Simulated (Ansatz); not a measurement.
ZrO₂:
```
ZrO2
1.0
    0.00000     2.51311     2.51311
    2.51311     0.00000     2.51311
    2.51311     2.51311     0.00000
Zr O
1 2
Direct
  0.00000   0.00000   0.00000
  0.25000   0.25000   0.25000
  0.75000   0.75000   0.75000
```

Relaxed with LDA.

Problem. Give the optical modes at the zone centre with their infrared and Raman activity from DFPT, plane-wave PAW LDA (Ansatz code).

Solution. Transverse frequencies, without the LO–TO term; a row sums one degenerate level.

| ω (cm⁻¹) | degeneracy | IR ((D/Å)²/amu) | Raman (Å⁴/amu) | activity | symmetry |
|---|---|---|---|---|---|
| 265 | 3 | 96.25 | 0 | IR | T1u |
| 581 | 3 | 0.00 | 100 | Raman | T2g |

Problem. How high does the top mode go among those that the LO–TO term moves?

Solution. 665 cm⁻¹ for q along x.

Space group Fm-3m (fluorite). This is a known high-temperature phase of the composition, computed here at zero pressure and temperature. The cell was relaxed with LDA under the symmetry of its start. At this level the phase is dynamically unstable (imaginary phonons). No spin polarisation was allowed.

Potentials: the later of the program's two PAW sets.
